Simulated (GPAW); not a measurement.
Crystal: Li2Se.

```xyz
3
Lattice="0.0000 3.0025 3.0025 3.0025 0.0000 3.0025 3.0025 3.0025 0.0000" Properties=species:S:1:pos:R:3 pbc="T T T"
Se    0.0000    0.0000    0.0000
Li    4.5038    4.5038    4.5038
Li    1.5012    1.5012    1.5012
```

Base run:

```yaml
Program: GPAW 26.7.0
Functional: r2SCAN
Potentials_or_basis: GPAW PAW data sets (gpaw-data 1.2.1)
Cutoff: 800 eV
Basis: pw
k_mesh: 8 × 8 × 8
Occupations: fermi-dirac, width 0.05 eV
Spin: no spin polarisation
```

Its results: band gap on the k mesh 3.48 eV, indirect (least direct gap 4.04 eV); pressure 0.1 GPa.

Q: The run is repeated on the same cell with these changes: functional from r2SCAN to PBE. What comes out?

A: Band gap on the k mesh 2.97 eV, indirect (least direct gap 3.38 eV); pressure 0.4 GPa.

r2SCAN gives the wider gap, since meta-GGAs in the generalised Kohn-Sham scheme recover part of the derivative discontinuity.

Caveats: the PAW data sets were made with another functional, which shifts forces and pressure a little (some runs).
